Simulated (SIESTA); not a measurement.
The system is PbS (Galena).

```xyz
2
Lattice="0.0000 2.9657 2.9657 2.9657 0.0000 2.9657 2.9657 2.9657 0.0000" Properties=species:S:1:pos:R:3 pbc="T T T"
Pb    0.0000    0.0000    0.0000
S     2.9657    2.9657    2.9657
```

Program: SIESTA 5.4.2. Alike in all runs: task band structure; no spin polarisation; cell as given; k mesh 8 × 8 × 8; smearing fermi-dirac 0.05 eV; grid cutoff 500 Ry; energy shift 0.002 Ry.

Order these runs on this cell by their pressure, lowest first.
A. level RPBE; potentials or basis PseudoDojo 0.4 standard (PBE files), DZP (energy shift 0.002 Ry)
B. level PBE; potentials or basis PseudoDojo 0.4 standard (PBE files), SZ (energy shift 0.002 Ry)
C. level PBE; potentials or basis PseudoDojo 0.4 standard (PBE files), TZDP (energy shift 0.002 Ry)

C (2.6 GPa), A (4.8 GPa), B (7.2 GPa).

Caveats: the basis of atomic orbitals isn't converged, which shifts pressures, moduli and gaps; semicore shells carry a single zeta, which can move pressures by several GPa and volumes by a few percent (some runs); the basis has no polarisation orbitals (some runs); the potentials were made for another functional, which shifts forces and pressure (some runs).
